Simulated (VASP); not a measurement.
Crystal: Sb.

```
Sb
1.0
    -1.87134    1.87134    1.87134
     1.87134   -1.87134    1.87134
     1.87134    1.87134   -1.87134
Sb
1
Cartesian
  0.0000 0.0000 0.0000
```

This isn't the form of Sb at room conditions, which is rhombohedral.

| Quantity | Value |
| --- | --- |
| Program | VASP 6.6.1 |
| Task | relaxation of cell and atoms |
| Functional | r2SCAN |
| Potentials or basis | VASP PAW PBE potentials, release 64 (Sb) |
| Cutoff | 600 eV |
| k mesh | 14 × 14 × 14 |
| Occupations | methfessel-paxton, width 0.1 eV |
| Spin | no spin polarisation |

At the start: pressure 1.7 GPa; volume 26.21 Å³/atom.

How do energy, volume and symmetry change on relaxing?

Over 3 steps the energy falls by 3.2 meV/atom and the volume is 26.85 Å³/atom (+2.4 %); space group Im-3m (No. 229, to 0.05 Å).

The path:
```tsv
step	energy change (eV)	largest force (eV/Å)	pressure (GPa)	volume (Å³)
1	0.0000	0.0000	1.70	26.21
2	-0.0019	0.0000	-1.11	27.28
3	-0.0032	0.0000	0.01	26.85
```

Final structure:
```yaml
crystal:
  lattice:
    - [-1.88641, 1.88641, 1.88641]
    - [1.88641, -1.88641, 1.88641]
    - [1.88641, 1.88641, -1.88641]
  atoms:
    - { symbol: Sb, position: [0.00000, 0.00000, 0.00000] }
```

Caveat: the PAW data sets were made with another functional, which shifts forces and pressure a little.
